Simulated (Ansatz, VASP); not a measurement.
**PRu (zigzag Ru-P chain): VASP beside Ansatz**

One calculation is typed for both programs; each brings its own data sets. How far apart do they land? The structure shown is the start of the Ansatz relaxation below; VASP solves that cell, so the two are compared at the walk's first step.

Main program and level: Ansatz 0.2.0; plane waves, with VASP 6.6.1 beside it; single point at PBE and single point at RPBE.

## (1) Starting point

The cell holds 2 atoms: 1 Ru and 1 P. Its edges and angles: a = 9.000 Å, b = 7.500 Å, c = 4.334 Å, α = 90.0°, β = 90.0°, γ = 90.0°. Vacuum lies along a and b. The structure's axis is c.

## (2) Ansatz: relaxation, PBE

Ansatz runs on its default PAW (the set named soft_2) files.

The two programs are compared at the cell with which this relaxation starts, whose forces are those of its first step.

input.yaml reads:

```yaml
crystal:
  lattice:
    - [9.0, 0.0, 0.0]
    - [0.0, 7.5, 0.0]
    - [0.0, 0.0, 4.3336833753]
  atoms:
    - { symbol: Ru, position: [0.435992769, 0.5, 0.0] }
    - { symbol: P, position: [0.564007231, 0.5, 0.5] }
kpoints:
  mp_grid: { grid: [1, 1, 19] }
scf:
  occupations: { method: fermi_dirac, width: 0.05 }
hamiltonian:
  xc: pbe
relax:
  cell: { fix: [a, b, alpha, beta, gamma] }
  max_steps: 60
```

The run is started by

```sh
> ansatz run input.yaml --threads 4 --pin off --max-ram 8192MiB --backend cpu --events-out ev --progress --plain --runs-dir out
```

Numbers of over 12 decimals in the logs are rounded to 6 here.

Output:

```text
Engine: ansatz 0.2.0, aarch64-unknown-linux-gnu
Pseudopotentials: kind: paw
Pseudopotential: Ru, paw, valence charge 16, recommended cutoff 420 eV (normal), Ru.paw.azcp
Pseudopotential: P, paw, valence charge 5, recommended cutoff 420 eV (normal), P.paw.azcp
Functional definition: PBE
  parameter kappa = 0.804
  parameter beta = 0.066725
  exchange = pbe_x(kappa = kappa, mu = beta*pi^2/3)
  correlation = pbe_c(beta = beta)
Crystal: 2 atoms, lattice volume = 292.524 Å³
Basis set: ecut = 420 eV, 5737 PW (Γ), exchange–correlation on 128×108×60 points (8 copies of the dense FFT grid, shifted against one another)
Bands: 15, of which v1, the nominal top of the filled ones, is band 11 counted from 1 (10 counted from 0)
Symmetry: 4 space group operations
Space group: Pmm2 (ITA 25), of the structure as read, at distance tolerance 6.6e-5 Å
k-points: 10 of 19
Non-local potential: Ru, projectors of the file, l = 0: 3, l = 1: 2, l = 2: 2, l = 3: 1
Non-local potential: P, projectors of the file, l = 0: 2, l = 1: 2, l = 2: 2
PAW form: soft (Blöchl's): semilocal exchange-correlation on the pseudo side does not see the compensation charge
PAW one-centre angular grid: Ru, 590 points (default); XC on 64 Gauss nodes
PAW one-centre angular grid: P, 110 points (default); XC on 64 Gauss nodes
Initial density: superposition of atomic densities (neutral atoms: chi_scale 0, normalization atom), corrected by the library's trained network
Initial wavefunctions: pseudopotential atomic-orbital guess
Functional: x = pbe(κ = 0.804, μ = 0.219515), c = pbe(β = 0.066725)
SCF iter   1: F=—  HF=-6629.323913 eV  |F-HF|=—  |Δ(HF+E_count)|=         —  Δρ=7.53e-3  dr2=1.59e-1  ethr=1.77e-3  ⟨swp⟩=6.2  Hψ=915  notcnv=0
preconditioner: auto → LDOS  [metal: Δε(μ)=0.067 eV  Ē_g=4.735 eV  σ=0.050 eV  W_gap=0.32  n_scr=26 (ndim 8)  ℏωp=7.8 eV  f_vac=0.677  D(μ)=3.90/eV (n_scr^D=12)  β→1.0]
SCF iter   2: F=—  HF=-6629.301288 eV  |F-HF|=—  |Δ(HF+E_count)|=   2.26e-2  Δρ=3.65e-3  dr2=2.73e-2  ethr=7.57e-4  ⟨swp⟩=3.8  Hψ=356  notcnv=0
SCF iter   3: F=—  HF=-6629.307845 eV  |F-HF|=—  |Δ(HF+E_count)|=   6.56e-3  Δρ=4.73e-3  dr2=7.16e-2  ethr=1.30e-4  ⟨swp⟩=2.1  Hψ=288  notcnv=0  recentre
SCF iter   4: F=—  HF=-6629.298307 eV  |F-HF|=—  |Δ(HF+E_count)|=   9.54e-3  Δρ=9.44e-4  dr2=2.54e-3  ethr=1.30e-4  ⟨swp⟩=2.2  Hψ=248  notcnv=0
SCF iter   5: F=—  HF=-6629.298245 eV  |F-HF|=—  |Δ(HF+E_count)|=   6.19e-5  Δρ=2.97e-4  dr2=1.86e-4  ethr=1.21e-5  ⟨swp⟩=2.5  Hψ=240  notcnv=0
SCF iter   6: F=—  HF=-6629.298318 eV  |F-HF|=—  |Δ(HF+E_count)|=   7.31e-5  Δρ=1.47e-4  dr2=5.39e-5  ethr=8.86e-7  ⟨swp⟩=2.6  Hψ=236  notcnv=0
SCF iter   7: F=—  HF=-6629.298308 eV  |F-HF|=—  |Δ(HF+E_count)|=   1.08e-5  Δρ=5.30e-5  dr2=1.81e-5  ethr=2.57e-7  ⟨swp⟩=1.1  Hψ=158  notcnv=0
SCF iter   8: F=—  HF=-6629.298308 eV  |F-HF|=—  |Δ(HF+E_count)|=   8.26e-7  Δρ=1.83e-5  dr2=9.44e-7  ethr=8.63e-8  ⟨swp⟩=1.4  Hψ=165  notcnv=0
SCF iter   9: F=—  HF=-6629.298310 eV  |F-HF|=—  |Δ(HF+E_count)|=   1.26e-6  Δρ=5.07e-6  dr2=1.04e-7  ethr=4.50e-9  ⟨swp⟩=2.0  Hψ=207  notcnv=0
SCF iter  10: F=-6629.298310 eV  HF=-6629.298310 eV  |F-HF|=1.07e-8  |Δ(HF+E_count)|=   1.75e-7  Δρ=1.38e-6  dr2=4.35e-9  ethr=4.76e-10  ⟨swp⟩=5.0  Hψ=513  notcnv=0
SCF 1 converged in 10 iterations: F = -6629.298310 eV  dr2 = 4.35e-9
  greatest PAW one-centre occupation: 0.999 electrons in one spin orbital (limit 2), on the Ru atom at site 0 (counted from 0), in its partial waves of l = 0
relax step   1: F+E_penalty+E_count = -6629.29830986 eV  Δ(F+E_penalty+E_count) = +0.000e0 eV  max|allowed force component| = 2.309e0 eV/Å  Δτ_max = 0.0000 Å  P = -2.960 GPa  Ω = 292.524 Å³  fix = [a, b, alpha, beta, gamma]  reactions: a -1.479, b -0.004 GPa  (10 SCF iters, dr2 threshold 1.00e-7 eV, accepted)
[...]
relax step  10: F+E_penalty+E_count = -6631.41123306 eV  Δ(F+E_penalty+E_count) = -1.434e-3 eV  max|allowed force component| = 2.404e-1 eV/Å  Δτ_max = 0.0202 Å  P = +0.506 GPa  Ω = 177.009 Å³  energy of the carried Pulay correction = +4.027e-3 eV  fix = [a, b, alpha, beta, gamma]  reactions: a +0.454, b -0.081 GPa  (7 SCF iters, dr2 threshold 2.00e-7 eV, accepted)
[...]
relax step  11: F+E_penalty+E_count = -6631.42698064 eV  Δ(F+E_penalty+E_count) = -1.575e-2 eV  max|allowed force component| = 5.445e-2 eV/Å  Δτ_max = 0.0136 Å  P = -0.053 GPa  Ω = 182.706 Å³  energy of the carried Pulay correction = +3.782e-3 eV  fix = [a, b, alpha, beta, gamma]  reactions: a +0.005, b -0.093 GPa  (7 SCF iters, dr2 threshold 2.00e-7 eV, accepted)
[...]
relax step  12: F+E_penalty+E_count = -6631.42705566 eV  Δ(F+E_penalty+E_count) = -7.503e-5 eV  max|allowed force component| = 1.156e-2 eV/Å  Δτ_max = 0.0015 Å  P = +0.007 GPa  Ω = 182.665 Å³  energy of the carried Pulay correction = +3.784e-3 eV  fix = [a, b, alpha, beta, gamma]  reactions: a +0.103, b -0.094 GPa  (4 SCF iters, dr2 threshold 1.85e-7 eV, accepted)
[...]
relax step  13: F+E_penalty+E_count = -6631.42705989 eV  Δ(F+E_penalty+E_count) = -4.230e-6 eV  max|allowed force component| = 5.576e-4 eV/Å  Δτ_max = 0.0004 Å  P = -0.003 GPa  Ω = 182.650 Å³  energy of the carried Pulay correction = +3.785e-3 eV  fix = [a, b, alpha, beta, gamma]  reactions: a +0.085, b -0.094 GPa  (4 SCF iters, dr2 threshold 8.35e-9 eV, accepted)
[...]
relax step  14: F+E_penalty+E_count = -6631.42473474 eV  Δ(F+E_penalty+E_count) = +2.325e-3 eV  max|allowed force component| = 2.802e-4 eV/Å  Δτ_max = 0.0000 Å  P = -0.004 GPa  Ω = 182.650 Å³  fix = [a, b, alpha, beta, gamma]  reactions: a +0.087, b -0.096 GPa  stress off target by 4.71e-3 GPa on what of the cell is left free  SCF on the basis re-selected at this cell (its energy is not comparable with the rows above)  (8 SCF iters)
basis re-selected at this cell: Δ(F+E_penalty+E_count) = +2.325e-3 eV, ΔP = -0.001 GPa vs the last step (what re-selecting the basis moved, of the pressure what is left beyond the Pulay correction that the steps carried, after the strain that the cell walked since its last selection, with what the two solves' SCF thresholds leave and, on support functions, any second-order correction that the steps lacked; it is no measure of the basis error at this ecutwfc). The dense FFT grid was sized anew with the basis: this SCF ran on 64×54×20 points, the steps before it on 64×54×30, so part of this shift can come from that change (see relax.cell in the input reference). [rest of the remark cut]
SCF converged after 8 iterations
Free energy (F): -6631.424735 eV
Harris-Foulkes:  -6631.424735 eV  (|F-HF|=3.64e-12)
Internal energy: -6631.399583 eV  (E = F + TS)
E sigma→0 (E₀):  -6631.412159 eV
Entropy (-TS):   -0.025152 eV (-12.576 meV/atom)
Fermi energy:    -1.313206 eV
--- Per-component energies (eV) ---
  E_band       = -470.748249
  E_kinetic    = 585.493705
  E_local      = -5344.677380  (includes V_loc(G=0)·N_el)
  E_nonlocal   = 381.163355
  E_hartree    = 2217.335204
  E_xc         = -248.564662
  E_vxc        = -295.027806  (∫ρ·V_xc dr)
  E_paw        = -4032.071787  (= ΣΔE_a)
  E_vpaw       = -232.370239  (= ΣTr[D̂ρ^β])
  E_aug_tail   = -0.000168  (compensation charges beyond the density's cutoff)
  E_ewald      = -190.077848
  E_smearing   = -0.025152  (= −TS)
  E_closure    = -0.000000  (closes the sum)
  Σ components = -6631.424735   (vs F -6631.424735, Δ=0.00e0)
--- Forces (eV/Å), atoms counted from 1 ---
  atom   1  Ru     0.00027426     0.00000000     0.00000000
  atom   2  P     -0.00028622     0.00000000     0.00000000
  max |Σ_I F_I| component: 1.20e-5 eV/Å
--- Stress (GPa, compression-positive) ---
        0.087245       0.000000       0.000000
        0.000000      -0.095977       0.000000
        0.000000       0.000000      -0.004705
  P = ⅓ Tr σ = -0.0045 GPa (-0.045 kbar)
--- Relaxed structure (13 steps of the walk, 13 accepted, 1 SCFs on fresh bases) ---
  F+E_penalty+E_count = -6631.42473474 eV   max|allowed force component| = 2.802e-4 eV/Å   (the final SCF, on the basis selected at the relaxed cell)
  cell:  # Å, volume = 182.6495 Å³
    - [9.0, 0.0, 0.0]
    - [0.0, 7.5, 0.0]
    - [0.0, 0.0, 2.705919]
  atoms:
    - { symbol: Ru, position: [0.406422, 0.5, 0.0] }
    - { symbol: P, position: [0.593578, 0.5, 0.500000] }
```

Reading the cycles: dr2 is the Hartree energy of the density residual (eV), the measure of convergence; HF is the Harris–Foulkes estimate of the energy, which meets the free energy F at convergence.

## (3) VASP: single point, PBE, start cell, pair 1

The same cell, functional, mesh and smearing now go to VASP, with its own data sets.

Lines of VASP's logs that name or quote its potential files are left out, and so is its time.

INCAR reads:

```
SYSTEM = PRu
PREC = Accurate
ENCUT = 400
EDIFF = 1E-06
NELM = 120
ISMEAR = -1
SIGMA = 0.05
LREAL = .FALSE.
ALGO = Normal
GGA = PE
NBANDS = 15
LASPH = .TRUE.
LORBIT = 11
LWAVE = .FALSE.
LCHARG = .FALSE.
ISIF = 2
GGA_COMPAT = .FALSE.
KPAR = 2
```

POSCAR reads:

```
PRu
1.0
    9.0000000000      0.0000000000      0.0000000000
    0.0000000000      7.5000000000      0.0000000000
    0.0000000000      0.0000000000      4.3336830000
Ru P
1 1
Direct
    0.4359927778      0.5000000000      0.0000000000
    0.5640072222      0.5000000000      0.5000001154
```

KPOINTS reads:

```
Automatic mesh
0
Gamma
1 1 19
0 0 0
```

Potentials, in the order of the species: Ru_pv and P (PBE family, release 64).

The run is started by

```sh
> mpirun -np 2 vasp_std
```

Output:

```text
[banner, memory and clock lines left out]
running    2 mpi-ranks, on    1 nodes
 distrk:  each k-point on    1 cores,    2 groups
 distr:  one band on    1 cores,    1 groups

 POSCAR found type information on POSCAR RuP
 POSCAR found :  2 types and       2 ions
 LDA part: xc-table for (Slater+PW92), standard interpolation
 POSCAR, INCAR and KPOINTS ok, starting setup
 FFT: planning ... GRIDC
 FFT: planning ... GRID_SOFT
 FFT: planning ... GRID
 WAVECAR not read
 entering main loop
       N       E                     dE             d eps       ncg     rms          rms(c)
DAV:   1     0.456788907459E+02    0.45679E+02   -0.78365E+03   452   0.695E+02
DAV:   2    -0.663184864922E+01   -0.52311E+02   -0.50437E+02   412   0.150E+02
DAV:   3    -0.102555473704E+02   -0.36237E+01   -0.35192E+01   342   0.313E+01
DAV:   4    -0.103330024680E+02   -0.77455E-01   -0.77345E-01   388   0.490E+00
DAV:   5    -0.103352149283E+02   -0.22125E-02   -0.22124E-02   439   0.732E-01    0.612E+00
DAV:   6    -0.109737077534E+02   -0.63849E+00   -0.48551E+00   384   0.177E+01    0.948E+00
DAV:   7    -0.965032087627E+01    0.13234E+01   -0.50426E+00   342   0.138E+01    0.248E+00
DAV:   8    -0.954218424207E+01    0.10814E+00   -0.26812E-01   342   0.335E+00    0.684E-01
DAV:   9    -0.953284314681E+01    0.93411E-02   -0.22112E-02   356   0.978E-01    0.366E-01
DAV:  10    -0.953036528123E+01    0.24779E-02   -0.38660E-03   321   0.491E-01    0.145E-01
DAV:  11    -0.953061590697E+01   -0.25063E-03   -0.10130E-03   335   0.272E-01    0.696E-02
DAV:  12    -0.953216054118E+01   -0.15446E-02   -0.63824E-04   328   0.129E-01    0.473E-02
DAV:  13    -0.953330287686E+01   -0.11423E-02   -0.15973E-04   342   0.675E-02    0.274E-02
DAV:  14    -0.953411172270E+01   -0.80885E-03   -0.10784E-04   335   0.482E-02    0.128E-02
DAV:  15    -0.953442316595E+01   -0.31144E-03   -0.48134E-05   321   0.285E-02    0.802E-03
DAV:  16    -0.953452680784E+01   -0.10364E-03   -0.15192E-05   349   0.173E-02    0.302E-03
DAV:  17    -0.953454324408E+01   -0.16436E-04   -0.28712E-06   335   0.638E-03    0.200E-03
DAV:  18    -0.953454455999E+01   -0.13159E-05   -0.67401E-07   262   0.409E-03    0.669E-04
DAV:  19    -0.953454508995E+01   -0.52996E-06   -0.12421E-07   241   0.165E-03
   1 F= -.95345451E+01 E0= -.95160752E+01  d E =-.369398E-01
```

OUTCAR, selected parts (step 3):

```text
ion  position               nearest neighbor table
   1  0.436  0.500  0.000-   2 2.45   2 2.45
   2  0.564  0.500  0.500-   1 2.45   1 2.45

  LATTYP: Found a simple orthorhombic cell.
 ALAT       =     4.3336830000
 B/A-ratio  =     1.7306295823
 C/A-ratio  =     2.0767554987

 Subroutine GETGRP returns: Found  4 space group operations
 (whereof  4 operations were pure point group operations)

The static configuration has the point symmetry C_2v.

 Found     10 irreducible k-points:

   k-points           NKPTS =     10   k-points in BZ     NKDIM =     10   number of bands    NBANDS=     15

   dimension x,y,z NGX =    60 NGY =   50 NGZ =   28
   dimension x,y,z NGXF=   120 NGYF=  100 NGZF=   56

   ENCUT  =  400.0 eV  29.40 Ry    5.42 a.u.  14.68 12.23  7.07*2*pi/ulx,y,z

   NELECT =      19.0000    total number of electrons

 k-points in reciprocal lattice and weights: Automatic mesh
   0.00000000  0.00000000  0.00000000       0.053
   0.00000000  0.00000000  0.05263158       0.105
   0.00000000  0.00000000  0.10526316       0.105
   0.00000000  0.00000000  0.15789474       0.105
   0.00000000  0.00000000  0.21052632       0.105
   0.00000000  0.00000000  0.26315789       0.105
   0.00000000  0.00000000  0.31578947       0.105
   0.00000000  0.00000000  0.36842105       0.105
   0.00000000  0.00000000  0.42105263       0.105
   0.00000000  0.00000000  0.47368421       0.105

 average (electrostatic) potential at core
       1 -81.8855       2 -91.5963

 E-fermi :  -3.1847

 k-point     1 :       0.0000    0.0000    0.0000
  band No.  band energies     occupation
    ...
      5      -5.7432      2.00000
      6      -5.5168      2.00000
      7      -4.3642      2.00000
      8      -3.7852      1.99999
      9      -3.4973      1.99615
     10      -2.9705      0.02716
     11      -2.9237      0.01075
     12      -1.0553      0.00000
     13      -0.1357      0.00000
     14       1.4465      0.00000
    ...

 k-point     2 :       0.0000    0.0000    0.0526
  band No.  band energies     occupation
    ...
      5      -5.7841      2.00000
      6      -5.4589      2.00000
      7      -4.3957      2.00000
      8      -3.7717      1.99998
      9      -3.4960      1.99605
     10      -2.9677      0.02570
     11      -2.8902      0.00552
     12      -1.1718      0.00000
     13      -0.1310      0.00000
     14       1.4802      0.00000
    ...

 k-point     3 :       0.0000    0.0000    0.1053
  band No.  band energies     occupation
    ...
      5      -5.8548      2.00000
      6      -5.3366      2.00000
      7      -4.4760      2.00000
      8      -3.7402      1.99997
      9      -3.4926      1.99577
     10      -2.9618      0.02289
     11      -2.7957      0.00084
     12      -1.4711      0.00000
     13      -0.1189      0.00000
     14       1.5491      0.00000
    ...

  Total       -2.7887200     -0.1031828    -13.6119953      0.0000000      0.0000000      0.0000000
  in kB      -15.2740630     -0.5651413    -74.5540876      0.0000000      0.0000000      0.0000000
  external PRESSURE =     -30.1310973 kB  Pullay stress =       0.0000000 kB

  energy-cutoff  :      400.00
  volume of cell :      292.52
      direct lattice vectors                 reciprocal lattice vectors
     9.000000000  0.000000000  0.000000000     0.111111111  0.000000000  0.000000000
     0.000000000  7.500000000  0.000000000     0.000000000  0.133333333  0.000000000
     0.000000000  0.000000000  4.333683000     0.000000000  0.000000000  0.230750611

 POSITION                                       TOTAL-FORCE (eV/Angst)
 -----------------------------------------------------------------------------------
      3.92394      3.75000      0.00000         2.301939      0.000000      0.000000
      5.07606      3.75000      2.16684        -2.301939      0.000000      0.000000
 -----------------------------------------------------------------------------------
    total drift:                                0.000733      0.000000     -0.000026

  FREE ENERGIE OF THE ION-ELECTRON SYSTEM (eV)
  ---------------------------------------------------
  free  energy   TOTEN  =        -9.5345450900 eV

  energy  without entropy=       -9.4976052775  energy(sigma->0) =       -9.51607518

 total charge
# of ion       s       p       d       tot
------------------------------------------
    1        0.189   6.043   6.143  12.376
    2        1.090   1.259   0.000   2.350
--------------------------------------------------
tot          1.280   7.302   6.143  14.726

[... 3 further parts left out ...]
```

## (4) Side by side

Known differences besides the potentials themselves: the data sets hold 21 valence electrons in Ansatz (on its default PAW (the set named soft_2) files) and 19 in VASP; the cutoff is 420 eV in Ansatz and 400 eV in VASP. Total energies have different zeros and are not compared.

Forces (eV/Å; atoms numbered as in POSCAR):

```csv
atom,"Ansatz x, y, z","VASP x, y, z"
Ru1,"2.309, 0.000, 0.000","2.302, 0.000, 0.000"
P2,"-2.309, 0.000, 0.000","-2.302, 0.000, 0.000"
```

The forces differ by 4.1 meV/Å r.m.s., which is 0.3 % of the r.m.s. force of 1.329 eV/Å (both taken over all components).

## (5) Further runs

Further runs change the set-up of one program: Ansatz's method, potentials or start, or VASP's data sets, cutoff or form of LDA. The table gives that difference for each run.

```csv
run,r.m.s. force difference (meV/Å)
as above,4.1
VASP with a cutoff of 500 eV (perhaps on Ansatz's relaxed cell),9.1
```

## (6) Ansatz: relaxation, PBE

The two programs are compared at the cell with which this relaxation starts, whose forces are those of its first step.

The structure compared here is the start of the Ansatz relaxation; VASP solves that cell, so the two are compared at the walk's first step.

input.yaml, the sections that differ from step 2:

```yaml
crystal:
  lattice:
    - [9.0, 0.0, 0.0]
    - [0.0, 7.5, 0.0]
    - [0.0, 0.0, 4.3336833753]
  atoms:
    - { symbol: Ru, position: [0.435992769, 0.5, 0.0], spin: 2.0 }
    - { symbol: P, position: [0.564007231, 0.5, 0.5] }
magnetization:
  spin_polarized: true
# kpoints, scf, hamiltonian, relax: as in step 2
```

The run is started by

```sh
> ansatz run input.yaml --threads 4 --pin off --max-ram 8192MiB --backend cpu --events-out ev --progress --plain --runs-dir out
```

Output:

```text
[...]
Crystal: 2 atoms, lattice volume = 292.524 Å³
Basis set: ecut = 420 eV, 5737 PW (Γ), exchange–correlation on 128×108×60 points (8 copies of the dense FFT grid, shifted against one another)
Bands: 16, of which v1, the nominal top of the filled ones, is band 11 counted from 1 (10 counted from 0)
Symmetry: 4 space group operations
[...]
0.000000      -0.087448       0.000000
        0.000000       0.000000       0.003001
  P = ⅓ Tr σ = 0.0015 GPa (0.015 kbar)
--- Relaxed structure (13 steps of the walk, 13 accepted, 1 SCFs on fresh bases) ---
[...]
cell:  # Å, volume = 182.8471 Å³
    - [9.0, 0.0, 0.0]
    - [0.0, 7.5, 0.0]
    - [0.0, 0.0, 2.708846]
  atoms:
    - { symbol: Ru, position: [0.406435, 0.5, 0.0] }
    - { symbol: P, position: [0.593565, 0.5, 0.5] }
[key lines of the parts left out:]
SCF converged after 10 iterations
Magnetization: -0.3080 μB (10.3460 up, 10.6540 down)
Free energy (F): -6631.429524 eV
Fermi energy:    -1.274723 eV
```

(Part 1 of 2 ends here.)

[Lines on the potential files, build, host, timing and source positions are cut from VASP's logs without a mark.]

[Logs are printed without paths, hosts, clocks, repeated set-up lines and the standing remarks that a program may print on its own settings, such as how far it seeks lower states.]

[Hosts, paths, dates, database ids (printed as entryN), source tags and the programs' standing remarks are cut or masked in the printed files.]

[Rows of further runs with another cutoff or data set may stand on the cell that Ansatz relaxed, not on the start cell of the pair above them.]
